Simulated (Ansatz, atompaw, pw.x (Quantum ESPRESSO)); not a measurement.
# pw.x on bcc Pt: one setting changed

Potential: PAW, atompaw 4.2.0.5, PBE; core [Xe] 4f14, reference 5d9.5 6s0.5 6p0; waves: 6s (bound): rc 3.00 bohr; 6s channel at 1.55 Ry: rc 3.00 bohr; 6p (bound, empty): rc 3.00 bohr; 6p channel at 4.65 Ry: rc 3.00 bohr; 5d (bound): rc 2.40 bohr; 5d channel at 1.55 Ry: rc 3.00 bohr; local part: ultrasoft scheme with l = 3 at 1 Ry, radius 2.50 bohr; core correction: smooth core density matched at 2.65 bohr; augmentation: gaussian compensation charge, radius 2.44 bohr; PAW radius 3.00 bohr; waves and projectors: custom rrkj gramschmidtortho.

The reference run (k-mesh 15³, cutoffs 40/400 Ry, Fermi–Dirac 0.01 Ry, mixing_beta 0.4, conv_thr 1e-9, no spin) gives -3.37 GPa at 15.859 Å³/atom, where all-electron LAPW gives -0.19 GPa. This run, with its own iteration cap, changes ecutwfc to 5, a wrong or extreme entry chosen on purpose.

```
&control
  calculation='scf', prefix='x', pseudo_dir='./', outdir='./tmp', tstress=.true., disk_io='none'
/
&system
  ibrav=0, nat=1, ntyp=1, ecutwfc=5, ecutrho=400, nbnd=12,
  occupations='smearing', smearing='fd', degauss=0.01
/
&electrons
  conv_thr=1e-09, mixing_beta=0.4, electron_maxstep=70
/
ATOMIC_SPECIES
Pt 1.0 Pt.UPF
CELL_PARAMETERS angstrom
  -1.58272430 1.58272430 1.58272430
  1.58272430 -1.58272430 1.58272430
  1.58272430 1.58272430 -1.58272430
ATOMIC_POSITIONS crystal
Pt 0.0000 0.0000 0.0000
K_POINTS automatic
15 15 15 0 0 0
```

```bash
pw.x < Pt.scf.in > Pt.scf.out
```

Question: How does the run end?

Answer: It stops with "memory_report: more bands than PWs!".

```
Message from routine setup:
     using ibrav=0 with symmetry is DISCOURAGED, use correct ibrav instead
     lattice parameter (alat)  =       5.1804  a.u.
     unit-cell volume          =     107.0218 (a.u.)^3
     number of electrons       =        10.00
     number of Kohn-Sham states=           12
     kinetic-energy cutoff     =       5.0000  Ry
     charge density cutoff     =     400.0000  Ry
     scf convergence threshold =      1.0E-09
     Exchange-correlation= SLA PW PBX PBC
     number of k points=   120  Fermi-Dirac smearing, width (Ry)=  0.0100
     Error in routine memory_report (1):
     more bands than PWs!
```

The run took about 0.6 s on one core of a shared host (Intel(R) Xeon(R) 6975P-C, 192 threads, 378 GiB, load 54).
